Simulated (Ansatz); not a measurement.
**GaAs: zone-centre modes under pressure**

GaAs, F-43m, a = 5.659 Å. Ansatz: PBEsol, PAW, 420 eV, Γ-centred 12×12×12 mesh on 2 atoms, fixed occupations; no spin polarisation. Cell and atoms are relaxed at each pressure with the symmetry kept; optical modes at Γ by linear response, in cm⁻¹, the highest, without the LO field. The real crystal is known to change phase within this range, so the rows at high pressure are metastable.

```
P (GPa) V (Å³/atom)     ω1
      0       22.655  262.5
      5       21.285  283.0
     11       20.089  303.2
     22       18.537      ?
```

Get the mode's Grüneisen parameter γ = −d ln ω/d ln V from the other rows and predict the missing frequency.

ln(V/V0) = 0.0000, -0.0624, -0.1202, -0.2006; a line through ln(ω/ω0) of the 3 known rows gives ω1: γ = 1.199 (intercept 0.0001), predicted 333.9, computed 333.2. The miss is 0.2 %, or 1 % of the shift under pressure, so a constant γ serves at that level.